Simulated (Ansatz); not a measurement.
# InGa15As16: the cost of one run

Method: DFT PBEsol, scalar-relativistic, plane waves, PAW, in Ansatz 0.2.0.

That is the level of the relaxation; later steps name their own.

## 1. Starting point

The structure is cubic, space group I-43m (No. 217). The conventional cell has a = 11.355 Å, b = 11.355 Å, c = 11.355 Å, α = 90.00°, β = 90.00°, γ = 90.00°. In (site symmetry -43m) has 4 As at 2.46 Å as nearest neighbours. Ga (site symmetry m) has 4 As at 2.46 Å as nearest neighbours. Ga (site symmetry -42m) has 4 As at 2.46 Å as nearest neighbours. As (site symmetry 3m) has 1 In at 2.46 Å and 3 Ga at 2.46 Å as nearest neighbours. Around As (site symmetry m) lie 4 Ga at 2.46 Å.

Structure file:

```xyz
32
Lattice="5.6776 -5.6776 -5.6776 -5.6776 -5.6776 5.6776 -5.6776 5.6776 -5.6776" Properties=species:S:1:pos:R:3 pbc="T T T"
In    2.8388   -2.8388   -5.6776
Ga    2.8388   -5.6776   -2.8388
Ga   -2.8388   -2.8388   -5.6776
Ga    0.0000    0.0000   -5.6776
Ga   -2.8388   -5.6776   -2.8388
Ga    0.0000   -2.8388   -2.8388
Ga    0.0000   -5.6776    0.0000
Ga   -2.8388    2.8388   -5.6776
Ga   -5.6776   -2.8388   -2.8388
Ga   -2.8388    0.0000   -2.8388
Ga   -2.8388   -2.8388    0.0000
Ga    0.0000    0.0000    0.0000
Ga   -2.8388   -5.6776    2.8388
Ga   -5.6776    2.8388   -2.8388
Ga   -5.6776    0.0000    0.0000
Ga   -5.6776   -2.8388    2.8388
As   -1.4194   -7.0970    1.4194
As   -1.4194    1.4194   -7.0970
As   -1.4194   -1.4194   -4.2582
As   -4.2582   -4.2582    1.4194
As   -1.4194   -4.2582   -1.4194
As    1.4194   -1.4194   -1.4194
As   -4.2582    1.4194   -4.2582
As   -7.0970   -1.4194    1.4194
As   -4.2582   -1.4194   -1.4194
As   -1.4194    1.4194   -1.4194
As   -1.4194   -1.4194    1.4194
As   -4.2582   -4.2582   -4.2582
As   -7.0970    1.4194   -1.4194
As    1.4194   -1.4194   -7.0970
As    1.4194   -4.2582   -4.2582
As    1.4194   -7.0970   -1.4194
```

(A quick probe on a coarse mesh, which set the mesh and smearing, is not shown.)

## 3. A loose first relaxation

File input.yaml:

```yaml
crystal:
  lattice:
    - [5.67759375, -5.67759375, -5.67759375]
    - [-5.67759375, -5.67759375, 5.67759375]
    - [-5.67759375, 5.67759375, -5.67759375]
  atoms:
    - { symbol: In, position: [0.75, 0.0, 0.25] }
    - { symbol: Ga, position: [0.75, 0.25, 0.0] }
    - { symbol: Ga, position: [0.75, 0.5, 0.75] }
    - { symbol: Ga, position: [0.5, 0.0, 0.5] }
    - { symbol: Ga, position: [0.75, 0.75, 0.5] }
    - { symbol: Ga, position: [0.5, 0.25, 0.25] }
    - { symbol: Ga, position: [0.5, 0.5, 0.0] }
    - { symbol: Ga, position: [0.25, 0.0, 0.75] }
    - { symbol: Ga, position: [0.5, 0.75, 0.75] }
    - { symbol: Ga, position: [0.25, 0.25, 0.5] }
    - { symbol: Ga, position: [0.25, 0.5, 0.25] }
    - { symbol: Ga, position: [0.0, 0.0, 0.0] }
    - { symbol: Ga, position: [0.25, 0.75, 0.0] }
    - { symbol: Ga, position: [0.0, 0.25, 0.75] }
    - { symbol: Ga, position: [0.0, 0.5, 0.5] }
    - { symbol: Ga, position: [0.0, 0.75, 0.25] }
    - { symbol: As, position: [0.5, 0.75, 0.0] }
    - { symbol: As, position: [0.5, 0.0, 0.75] }
    - { symbol: As, position: [0.5, 0.25, 0.5] }
    - { symbol: As, position: [0.25, 0.75, 0.25] }
    - { symbol: As, position: [0.5, 0.5, 0.25] }
    - { symbol: As, position: [0.25, 0.0, 0.0] }
    - { symbol: As, position: [0.25, 0.25, 0.75] }
    - { symbol: As, position: [0.0, 0.75, 0.5] }
    - { symbol: As, position: [0.25, 0.5, 0.5] }
    - { symbol: As, position: [0.0, 0.0, 0.25] }
    - { symbol: As, position: [0.0, 0.25, 0.0] }
    - { symbol: As, position: [0.75, 0.75, 0.75] }
    - { symbol: As, position: [0.0, 0.5, 0.75] }
    - { symbol: As, position: [0.75, 0.0, 0.5] }
    - { symbol: As, position: [0.75, 0.25, 0.25] }
    - { symbol: As, position: [0.75, 0.5, 0.0] }
basis:
  ecutwfc: 420
kpoints:
  mp_grid: { grid: [4, 4, 4] }
hamiltonian:
  xc: pbesol
scf:
  occupations: { method: gaussian, width: 0.1 }
output:
  forces: true
  stress: true
  eigenvalues: true
relax:
  adjacent_minimum: "off"
  f_tol: 0.05
  max_steps: 80
  cell: { stress_tol: 0.5 }
```

Run with:

```console
$ ansatz run input.yaml --threads 8 --pin off --max-ram 22528MiB --backend cpu --events-out ev --progress --plain --runs-dir out
```

Q: Estimate wall time and peak memory on 8 threads of AMD EPYC 9R45 (Zen 5), shared host.

About 35 s, with a peak of 5.9 GiB.
